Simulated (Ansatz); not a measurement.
BAs: single point with r2SCAN0

Crystal: BAs.

```xyz
2
Lattice="2.9344 0.0000 0.0000 0.0000 2.9344 0.0000 0.0000 0.0000 2.9344" Properties=species:S:1:pos:R:3 pbc="T T T"
B     1.4672    1.4672    1.4672
As    0.0000    0.0000    0.0000
```

The cell was built by a generator and needn't be a form met in nature.

```
Program             : Ansatz 0.2.0
Task                : single point
Functional          : r2SCAN0
Potentials or basis : Ansatz PAW
Cutoff              : 500 eV (not typed: the program's choice for these potentials)
k mesh              : 5 × 5 × 5
Occupations         : fermi-dirac, width 0.05 eV
Spin                : no spin polarisation
```

The pressure is -7.0 GPa. The band gap on the k mesh is none (metal or under the smearing width).

Levels at points of the mesh, in eV from the Fermi level:
```csv
k point,band 7,band 8,band 9,band 10,band 11,band 12
"(0.00, 0.00, 0.00)",-1.38,-1.38,-1.38,-0.28,6.68,6.68
```

Run time: 39 s on 1 × NVIDIA H100 80GB HBM3 with 2 threads of AMD EPYC 7R13 Processor (Zen 3), with other jobs on the host, peak memory 1.7 GiB.

Caveat: the k mesh is coarse (spacing up to 0.43 Å⁻¹), so the values aren't converged, least of all with exact exchange; the PAW data sets come from PBE, with cores solved anew for the run's functional, which leaves a small shift of forces and pressure; the thresholds are loose for stress.
